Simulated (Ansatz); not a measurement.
## Mo: relaxation of cell and atoms with PBE

Mo:

```
Mo
1.0
    -1.58381    1.58381    1.58381
     1.58381   -1.58381    1.58381
     1.58381    1.58381   -1.58381
Mo
1
Cartesian
  0.0000 0.0000 0.0000
```

```yaml
Program: Ansatz 0.2.0
Task: relaxation of cell and atoms
Functional: PBE
Potentials_or_basis: Ansatz PAW
Cutoff: "420 eV (not typed: the program's choice for these potentials)"
k_mesh: 12 × 12 × 12
Occupations: fermi-dirac, width 0.05 eV
Spin: no spin polarisation
Target_pressure: 30 GPa
Target_pressure_GPa: 30
```

The relaxed volume is 14.37 Å³/atom, the relaxed cell is a = 2.652 Å, b = 2.652 Å, c = 2.652 Å, α = 109.47°, β = 109.47°, γ = 109.47° and the space group after relaxing (to 0.05 Å) is Im-3m (No. 229). The energy change on relaxing (the enthalpy is what falls) is +121.2 meV/atom. The ionic steps are 5. The pressure after relaxing is 30.0 GPa. The band gap on the k mesh is none (metal or under the smearing width).

Step by step:
| step | energy change (eV) | largest force (eV/Å) | volume (Å³) |
| --- | --- | --- | --- |
| 1 | 0.0000 | 0.0000 | 15.89 |
| 2 | 0.2915 | 0.0000 | 13.68 |
| 3 | 0.1023 | 0.0000 | 14.47 |
| 4 | 0.1207 | 0.0000 | 14.37 |
| 5 | 0.1212 | 0.0000 | 14.37 |

Final structure:
```cif
data_structure
_symmetry_space_group_name_H-M 'P 1'
_symmetry_Int_Tables_number 1
_cell_length_a 2.6525
_cell_length_b 2.6525
_cell_length_c 2.6525
_cell_angle_alpha 109.471
_cell_angle_beta 109.471
_cell_angle_gamma 109.471
_cell_volume 14.37
loop_
_atom_site_label
_atom_site_type_symbol
_atom_site_fract_x
_atom_site_fract_y
_atom_site_fract_z
_atom_site_occupancy
Mo1 Mo 0.00000 0.00000 0.00000 1
```

Levels at points of the mesh, in eV from the Fermi level:
```
              k point  band 3  band 4  band 5  band 6  band 7  band 8  band 9  band 10  band 11
   (0.00, 0.00, 0.00)  -34.30  -34.30   -7.43   -1.49   -1.49   -1.49    1.86     1.86    14.84
  (0.00, 0.00, -0.50)  -34.87  -34.32   -5.79   -3.77    1.95    2.04    2.65     5.41    12.11
(-0.50, -0.50, -0.50)  -35.54  -35.54   -6.07   -6.07    4.53    4.53    4.53     9.79     9.79
```

It took 2.1 s on 2 threads of Arm Neoverse V2, on a shared host, peak memory 0.27 GiB.

Caveat: the plane-wave basis is chosen anew once the cell has moved, so the energies of steps on either side of that aren't comparable.
